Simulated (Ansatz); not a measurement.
Set up this calculation in Ansatz 0.2.0, as the native input.

* Task: single point
* Functional: PBE
* Potentials or basis: all-electron LAPW, scalar-relativistic
* Cutoff: 217 eV (chosen from the basis error)
* Basis error allowed: 0.001 eV/atom
* k mesh: 11 × 11 × 11
* Occupations: gaussian, width 0.022 eV
* Spin: no spin polarisation

Nb:

```
Nb
1.0
    -1.66395    1.66395    1.66395
     1.66395   -1.66395    1.66395
     1.66395    1.66395   -1.66395
Nb
1
Cartesian
  0.0000 0.0000 0.0000
```

These files were run (other wordings do the same):

input.yaml

```yaml
crystal:
  lattice:
    - [-1.66395, 1.66395, 1.66395]
    - [1.66395, -1.66395, 1.66395]
    - [1.66395, 1.66395, -1.66395]
  atoms:
    - { symbol: Nb, position: [0.0, 0.0, 0.0] }
kpoints:
  mp_grid: { grid: [11, 11, 11] }
scf:
  occupations: { method: gaussian, width: 0.022 }
hamiltonian:
  xc: pbe
  pseudopotentials: { kind: all_electron, lapw: { basis_error: 0.001 } }
output:
  forces: true
  stress: true
  eigenvalues: true
```

Potentials or basis: all-electron LAPW, scalar-relativistic.

Command:

```console
$ ansatz run input.yaml --threads 1 --pin off --max-ram 3072MiB --backend cpu --events-out ev --progress --plain --runs-dir out
```

It gave:

The pressure is -1.7 GPa and the band gap on the k mesh is none (metal or under the smearing width).

It took 7.1 s on 1 thread of Arm Neoverse N1 (shared host), peak memory 0.24 GiB.
